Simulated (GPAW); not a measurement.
Zr:

```xyz
1
Lattice="-1.8100 1.8100 1.8100 1.8100 -1.8100 1.8100 1.8100 1.8100 -1.8100" Properties=species:S:1:pos:R:3 pbc="T T T"
Zr    0.0000    0.0000    0.0000
```

This isn't the form of Zr at room conditions, which is hcp.

| Item | Value |
| --- | --- |
| Program | GPAW 26.7.0 |
| Task | single point |
| Functional | PBE |
| Potentials or basis | GPAW PAW data sets (gpaw-data 1.2.1) |
| Cutoff | 600 eV |
| Basis | pw |
| k mesh | 10 × 10 × 10 |
| Occupations | fermi-dirac, width 0.05 eV |
| Spin | no spin polarisation |

On this cell: pressure -3.6 GPa; band gap on the k mesh none (metal or under the smearing width).

The same run follows on a disturbed copy (cell strained at random at fixed volume):

```xyz
1
Lattice="-1.8443 1.8602 1.7746 1.8791 -1.8715 1.8207 1.7505 1.7778 -1.7858" Properties=species:S:1:pos:R:3 pbc="T T T"
Zr   -0.0278    0.0705    0.0110
```

Problem. What does the disturbed cell give?

Solution. The energy (extrapolated to zero smearing) moves by +5.6 meV/atom; pressure -3.6 GPa; band gap on the k mesh none (metal or under the smearing width).

Stress tensor (GPa, compression positive):
```
-3.56  1.40 -0.58
 1.40 -3.57  0.35
-0.58  0.35 -3.73
```
